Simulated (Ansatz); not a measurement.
Runs of Ansatz 0.2.0 on P. Symmetry: Cmce, No. 64, orthorhombic system. Conventional cell: a = 3.295 Å, b = 10.930 Å, c = 4.544 Å, α = 90.00°, β = 90.00°, γ = 90.00°. P (site symmetry m) has 3 P at 2.20 to 2.25 Å as nearest neighbours. 

```tsv
level	cutoff (eV)	gap on the mesh (eV)	pressure (GPa)	largest force (eV/Å)
r2SCAN	500	0.57	0.8	0.09
PBE0	420	1.68	-0.2	0.15
HSE06	420	(a)	-0.1	(d)
PBEsol	420	0.37	-0.5	0.29
revPBE	420	0.48	(c)	0.35
RPBE	420	0.49	3.9	0.35
BLYP	420	0.52	6.5	(b)
r2SCAN0	500	1.75	-0.8	0.17
```

Alike in all rows: task projected density of states; potentials or basis Ansatz PAW; no spin polarisation; cell as given; k mesh 5 × 5 × 4; smearing fermi-dirac 0.05 eV.

Fill in the values left out.

(a) 1.02; (b) 0.46; (c) 3.4; (d) 0.14.

Caveats: odd divisions of the mesh miss points on the zone boundary, where band edges often lie, so the gap on the mesh can be too wide; the PAW data sets come from PBE, with cores solved anew for the run's functional, which leaves a small shift of forces and pressure; the density of states is complete only up to the lowest level of the last band computed; the thresholds are loose for stress (some runs).

A k mesh can miss the band edges.

Runs at the PBE level aren't shown here.
